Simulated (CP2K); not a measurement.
Crystal: Zr.

```
Zr
1.0
     3.13501    0.00000    0.00000
    -1.04500    2.95572    0.00000
    -1.04500   -1.47786    2.55973
Zr
1
Direct
  0.00000 0.00000 0.00000
```

This isn't the form of Zr at room conditions, which is hcp.

| Quantity | Value |
| --- | --- |
| Program | CP2K 2026.2 |
| Task | single point |
| Functional | PBE |
| Potentials or basis | POTENTIAL_UZH Zr GTH-PBE-q12; TZVP-MOLOPT-PBE-GTH basis |
| Density cutoff | 6123 eV |
| k mesh | 10 × 10 × 10 |
| Occupations | fermi-dirac, width 0.05 eV |
| Spin | no spin polarisation |

On this cell: pressure -3.1 GPa; band gap on the k mesh none (metal or under the smearing width).

The same run follows on a disturbed copy (cell strained at random at fixed volume):

```
Zr
1.0
     3.16400    0.00000    0.00000
    -1.17450    2.99484    0.00000
    -0.97677   -1.48130    2.50314
Zr
1
Cartesian
  0.0638 -0.0297 0.0301
```

What changes?

The energy (extrapolated to zero smearing) moves by +6.1 meV/atom; pressure -3.0 GPa; band gap on the k mesh none (metal or under the smearing width).

Stress tensor (GPa, compression positive):
```
-3.24  0.84 -0.10
 0.84 -4.11 -0.17
-0.10 -0.17 -1.54
```

Caveats: the basis of atomic orbitals isn't converged, which shifts pressures, moduli and gaps.
